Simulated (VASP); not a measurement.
Here is a VASP 6.6.1 calculation.

The input INCAR:

```
SYSTEM = RbCl
PREC = Accurate
ENCUT = 600
EDIFF = 1E-7
ISMEAR = 0
SIGMA = 0.03
LREAL = .False.
LASPH = .True.
NELM = 80
ALGO = Normal
ISIF = 2
LWAVE = .False.
LCHARG = .False.
IBRION = 2
NSW = 40
EDIFFG = -0.01
```

File KPOINTS:

```
regular mesh
0
Gamma
  8 8 8
  0 0 0
```

The input POSCAR:

```
RbCl                                    
1.0
   -0.0000000000      3.2143566784      3.2143566784
    3.2143566784     -0.0000000000      3.2143566784
    3.2143566784      3.2143566784      0.0000000000
  Rb              Cl            
     1     1
Direct
     0.0000000000000000    0.0000000000000000    0.0000000000000000
     0.5000000000000000    0.5000000000000000    0.5000000000000000
```

Potentials or basis: VASP PAW LDA potentials, release 64 (Rb_sv, Cl).

Command:

```bash
$ cat potpaw_LDA.64/Rb_sv/POTCAR potpaw_LDA.64/Cl/POTCAR > POTCAR
$ mpirun -np 1 vasp_std > vasp.out
```

**Question.** Predict the band gap on the k mesh.

**Answer.** 4.78 eV, direct.

Final structure:
```
Rb Cl
1.0
     0.00000    3.21436    3.21436
     3.21436    0.00000    3.21436
     3.21436    3.21436    0.00000
Rb Cl
1 1
Direct
  0.00000 0.00000 0.00000
  0.50000 0.50000 0.50000
```

Caveat: the relaxation stopped at its first step, so nothing moved. A k mesh can miss the band edges.
